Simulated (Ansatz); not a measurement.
## Rb (dhcp): energy against volume

Method: Ansatz, DFT, PBE, plane waves (420 eV) with PAW, scalar-relativistic.

The cell is scaled uniformly from the relaxed one, with fractional coordinates and shape fixed. Energies are extrapolated to zero smearing, pressures are those at the given smearing. Magnetic state: spin not included.

A Birch-Murnaghan fit gives V₀ = 91.45 Å³/atom, B₀ = 2.8 GPa, B₀′ = 3.8.

Q: What are the energy above the minimum and the pressure at 83.983 Å³/atom?

A: 6.0 meV/atom and 0.28 GPa as computed.

Q: What are the energy above the minimum and the pressure at 87.635 Å³/atom?

A: 1.5 meV/atom and 0.14 GPa as computed.

Q: What are the energy above the minimum and the pressure at 94.938 Å³/atom?

A: 1.1 meV/atom and -0.09 GPa as computed.
